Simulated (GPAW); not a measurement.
The system is CuO.

```
CELL_PARAMETERS angstrom
2.83633 0.00000 0.00000
-1.41816 2.45633 0.00000
0.00000 0.00000 2.76811
ATOMIC_POSITIONS crystal
Cu 0.00000 0.00000 0.00000
O 0.66667 0.33333 0.50000
```

Measurements of this composition are mostly on another form, of space group No. 15.

| Property | Result |
| --- | --- |
| Program | GPAW 26.7.0 |
| Task | relaxation of cell and atoms |
| Functional | OLYP |
| Dispersion | D4 |
| Potentials or basis | PAW data sets generated in the run's folder for this functional |
| Cutoff | 800 eV |
| Basis | pw |
| k mesh | 8 × 8 × 7 |
| Occupations | fermi-dirac, width 0.05 eV |
| Spin | no spin polarisation |

At the start: pressure -8.2 GPa; volume 9.64 Å³/atom.

Task: How do energy, volume and symmetry change on relaxing?

Result: Over 8 steps the energy falls by 15.2 meV/atom and the volume is 9.21 Å³/atom (-4.5 %); space group P-6m2 (No. 187, to 0.05 Å).

The path:
| step | energy change (eV) | largest force (eV/Å) | pressure (GPa) | volume (Å³) |
| --- | --- | --- | --- | --- |
| 1 | 0.0000 | 0.0000 | -8.20 | 19.29 |
| 2 | -0.0111 | 0.0000 | -6.58 | 19.08 |
| 3 | -0.0285 | 0.0000 | 1.12 | 18.27 |
| 4 | -0.0290 | 0.0000 | 0.49 | 18.33 |
| 5 | -0.0295 | 0.0000 | 0.05 | 18.38 |
| 6 | -0.0303 | 0.0000 | -0.33 | 18.44 |
| 7 | -0.0304 | 0.0000 | -0.22 | 18.44 |
| 8 | -0.0303 | 0.0000 | -0.04 | 18.42 |

Final structure:
```yaml
crystal:
  lattice:
    - [2.82162, 0.00000, 0.00000]
    - [-1.41081, 2.44360, 0.00000]
    - [0.00000, 0.00000, 2.67199]
  atoms:
    - { symbol: Cu, position: [0.00000, 0.00000, 0.00000] }
    - { symbol: O, position: [0.66667, 0.33333, 0.50000] }
```

Caveat: with this Cu data set, volumes or pressures lay over 1.5 % or 2 GPa off other programs in two to four cells of ten; later steps reuse the first step's grids; an odd number of electrons without spin polarisation forces a metal; a magnetic or distorted state may lie lower; the run has no spin polarisation, though such a crystal can be magnetic; pairwise dispersion overbinds metals, which lowers pressure and volume.
